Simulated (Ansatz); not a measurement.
## CoO under changes of volume

One of the cells (8.493 Å³/atom); the others are scaled copies at fixed shape and fractional positions:

```
Co O
1.0
     2.57053    0.00000    0.00000
     0.00000    2.57053    0.00000
     0.00000    0.00000    2.57053
Co O
1 1
Cartesian
  0.0000 0.0000 0.0000
  1.2853 1.2853 1.2853
```

Measurements of this composition are mostly on another form, of space group No. 225.

```yaml
Program: Ansatz 0.2.0
Functional: PBE
Potentials_or_basis: Ansatz PAW
Cutoff: "420 eV (not typed: the program's choice for these potentials)"
k_mesh: 10 × 10 × 10
Occupations: fermi-dirac, width 0.05 eV
Spin: collinear spin, ferromagnetic start
Starting_moments: "[2.0, 0.0] μB"
```

```tsv
volume (Å³/atom)	energy over the lowest point (meV/atom)	pressure (GPa)
7.983	?	?
8.153	50.57	22.9
8.323	29.66	17.0
8.493	14.75	11.7
8.662	5.18	6.9
8.832	0.41	2.6
9.002	0.00	-1.2
```

Problem. What does the run at 7.983 Å³/atom give?

Solution. Energy over the lowest point 78.09 meV/atom; pressure 29.4 GPa.

Worked out: A Birch-Murnaghan fit of order 3 (a polynomial in V^(-2/3)) to the other rows has its minimum at 8.93 Å³/atom with B0 = V·E''(V) = 203 GPa and B' = 4.4. It gives 78.06 meV/atom at 7.983 Å³/atom, against the run's 78.09, and -dE/dV = 29.3 GPa, against 29.4.

Energies are extrapolated to zero smearing.

Caveats: a cell with one magnetic atom can't hold antiferromagnetic order, which such compounds often take.
